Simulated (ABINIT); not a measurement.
A run of ABINIT 10.8.3 (patched build) is set up as follows.

run.abi

```
# Datasets: ground state, then fixed potential
ndtset 2

# Pseudopotentials
pp_dirpath "./"
pseudos "Rb.LDA_PW-JTH.xml, Br.LDA_PW-JTH.xml"

# Structure
acell 9.1585763302 9.1585763302 9.1585763302
rprim
     0.0000000000     0.7071067812     0.7071067812
     0.7071067812     0.0000000000     0.7071067812
     0.7071067812     0.7071067812     0.0000000000
ntypat 2
znucl 37 35
natom 2
typat 1 2
xcart
     0.0000000000     0.0000000000     0.0000000000
     3.4270000000     3.4270000000     3.4270000000 Angstrom

# Plane-wave basis
ecut 16.0
pawecutdg 32.0

# Exchange and correlation
ixc 7

# Bands and occupations
occopt 3
tsmear 0.05 eV

# SCF cycle
nstep 100

# Output
iomode 3
prtwf 0
prteig 0
prtebands 0
enunit 1
prtden1 1

# Dataset 1
kptopt1 1
ngkpt1 7 7 7
nshiftk1 1
shiftk1 0.0 0.0 0.0
nband1 12
tolvrs1 1.0e-9

# Dataset 2: bands along G-X-W-K-G-L-U-W-L-K
iscf2 -2
getden2 1
nband2 18
nbdbuf2 4
tolwfr2 1.0e-11
kptopt2 -9
ndivsm2 6
prteig2 1
kptbounds2
     0.0000000000     0.0000000000     0.0000000000
     0.5000000000     0.0000000000     0.5000000000
     0.5000000000     0.2500000000     0.7500000000
     0.3750000000     0.3750000000     0.7500000000
     0.0000000000     0.0000000000     0.0000000000
     0.5000000000     0.5000000000     0.5000000000
     0.6250000000     0.2500000000     0.6250000000
     0.5000000000     0.2500000000     0.7500000000
     0.5000000000     0.5000000000     0.5000000000
     0.3750000000     0.3750000000     0.7500000000
```

Potentials or basis: JTH PAW LDA v2.0.

Run with:

```sh
$ mpirun --bind-to none -np 4 abinit run.abi > log 2>&1
```

**Question.** Predict the band gap on the k mesh.

**Answer.** 3.94 eV, direct.

**Question.** Predict the pressure.

**Answer.** -1.1 GPa.

**Question.** Predict the band gap along the path.

**Answer.** 3.94 eV, direct.

Levels at the corners of the path, in eV from the valence-band top:
| point | band 6 | band 7 | band 8 | band 9 | band 10 | band 11 |
| --- | --- | --- | --- | --- | --- | --- |
| Γ | 0.00 | 0.00 | 0.00 | 3.94 | 7.11 | 7.11 |
| X | -0.50 | -0.17 | -0.17 | 5.35 | 6.79 | 8.82 |
| W | -0.52 | -0.37 | -0.37 | 6.83 | 6.83 | 7.97 |
| K | -0.52 | -0.44 | -0.28 | 6.09 | 7.80 | 7.87 |
| Γ | 0.00 | 0.00 | 0.00 | 3.94 | 7.11 | 7.11 |
| L | -1.06 | -0.37 | -0.37 | 6.45 | 7.45 | 9.40 |
| U | -0.52 | -0.44 | -0.28 | 6.09 | 7.80 | 7.87 |
| W | -0.52 | -0.37 | -0.37 | 6.83 | 6.83 | 7.97 |
| L | -1.06 | -0.37 | -0.37 | 6.45 | 7.45 | 9.40 |
| K | -0.52 | -0.44 | -0.28 | 6.09 | 7.80 | 7.87 |

As with any semilocal functional, this LDA gap is likely too small.
